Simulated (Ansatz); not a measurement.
SiO2: a ladder of calculations

Cell of run 1: an entry of the Crystallography Open Database (COD), atoms as given.

Space group P4_12_12 (No. 92); a = 4.9820, c = 6.9630 Å.

```csv
site,Wyckoff,site symmetry,x,y,z
Si,4a,..2,0.2990,0.2990,0.0000
O,8b,1,0.2399,0.1035,0.1781
```

One atom of each set is listed.

Relaxed positions (PBE, cell held):

Si (0.3039, 0.3039, 0.0000)
O (0.2373, 0.1140, 0.1837)

All runs are DFT with Ansatz 0.2.0 (plane waves and PAW, scalar-relativistic unless spin–orbit coupling is named, Γ-centred meshes, Fermi–Dirac smearing where given) in this cell.

Run 1: PBE, atoms as given; 420 eV, 5×5×4 k-points, smearing 0.02 eV.
Run 2: PBE, atoms relaxed; 420 eV, 5×5×4 k-points, smearing 0.02 eV.
Run 3: r2SCAN, at the relaxed atoms; 500 eV, 5×5×4 k-points, smearing 0.02 eV.
Run 4: PBE, gradients read without the response of the cores, at the relaxed atoms; 420 eV, 5×5×4 k-points, smearing 0.02 eV.

(1) What does each run give, and what moves the gradients most?

## Answers

(1) 

```json
{"run": "1", "Si V_zz (η)": "-0.27 (0.60)", "O V_zz (η)": "9.19 (0.14)"}
{"run": "2", "Si V_zz (η)": "-0.38 (0.74)", "O V_zz (η)": "9.50 (0.18)"}
{"run": "3", "Si V_zz (η)": "-0.38 (0.69)", "O V_zz (η)": "9.38 (0.18)"}
{"run": "4", "Si V_zz (η)": "-0.35 (0.75)", "O V_zz (η)": "9.80 (0.18)"}
```

V_zz in 10²¹ V/m². Against run 1, the gradient tensors on these sites move by at most 0.45 in run 2 (O), 0.37 in run 3 (O), 0.65 in run 4 (O). Taken one at a time, the positions of the atoms (as given or relaxed) move the tensors on these sites by up to 0.45 (largest principal value of the change, on O), the response of the cores by 0.30 (O), the functional (r2SCAN with its higher cutoff) by 0.13 (O).

In runs 1, 3 the atoms aren't at the calculated equilibrium (largest force 0.41, 0.29 eV/Å). The cell isn't the equilibrium one in run 1 (calculated pressure 6 GPa), and the entry's cell may itself be off.
